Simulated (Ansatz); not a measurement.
SiO2:

```
Si O
1.0
     0.00000    4.71626    7.36278
     2.35958    0.00000    7.36278
     2.35958    4.71626    0.00000
Si O
4 8
Direct
  0.93677 0.93677 0.56323
  0.68677 0.68677 0.31323
  0.31323 0.31323 0.68677
  0.56323 0.56323 0.93677
  0.06344 0.43656 0.06344
  0.43656 0.06344 0.43656
  0.81344 0.18656 0.81344
  0.18656 0.81344 0.18656
  0.12500 0.62500 0.62500
  0.62500 0.62500 0.62500
  0.62500 0.62500 0.12500
  0.62500 0.12500 0.62500
```

The cell comes from a database or a generator and needn't be the stable form of this composition.

Program: Ansatz 0.2.0. Alike in all runs: potentials or basis Ansatz PAW; no spin polarisation; cell as given; k mesh 7 × 7 × 7; smearing fermi-dirac 0.05 eV.

Problem. Order these runs on this cell by their band gap on the k mesh, lowest first.
A. level LDA; cutoff (eV) 420
B. level r2SCAN; cutoff (eV) 500
C. level PBE; cutoff (eV) 300

Solution. A (5.53 eV), C (5.73 eV), B (6.39 eV).

Caveats: odd divisions of the mesh miss points on the zone boundary, where band edges often lie, so the gap on the mesh can be too wide; the cutoff lies under the one recommended for these potentials (some runs).

A k mesh can miss the band edges.
